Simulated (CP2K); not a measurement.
Runs of CP2K 2026.2 on CdSe (Cadmoselite). It takes space group P6_3mc (No. 186, hexagonal). The conventional cell has a = 4.300 Å, b = 4.300 Å, c = 7.020 Å, α = 90.00°, β = 90.00°, γ = 120.00°. Cd (site symmetry 3m) has 4 Se at 2.61 to 2.70 Å as nearest neighbours. Se (site symmetry 3m) is surrounded by 4 Cd at 2.61 to 2.70 Å. 

| level | cutoff of the non-local correlation (Ry) | gap on the mesh (eV) | pressure (GPa) | largest force (eV/Å) |
| --- | --- | --- | --- | --- |
| LDA | - | 0.42 | 0.1 | 0.30 |
| TPSS | - | 0.80 | 3.2 | 0.30 |
| OLYP | - | (a) | 4.9 | 0.29 |
| rev-vdW-DF2 | 300 | 0.58 | 3.0 | 0.32 |
| PBE | - | 0.70 | 3.6 | 0.31 |
| PBEsol | - | (b) | (c) | 0.30 |
| BEEF-vdW | 300 | 0.85 | 4.8 | 0.32 |

Alike in all rows: task atomic charges; potentials or basis POTENTIAL_UZH Cd GTH-PBE-q12, Se GTH-PBE-q6; TZVP-MOLOPT-PBE-GTH basis; no spin polarisation; cell as given; k mesh 7 × 7 × 4; smearing fermi-dirac 0.05 eV.

Problem. Estimate the missing entries.

Solution. (a) 1.07; (b) 0.54; (c) 1.3.

Caveats: the basis of atomic orbitals isn't converged, which shifts pressures, moduli and gaps; the potentials were made for another functional, which shifts forces and pressure (some runs).

A k mesh can miss the band edges, and the runs leave out spin-orbit coupling on Cd, Se.
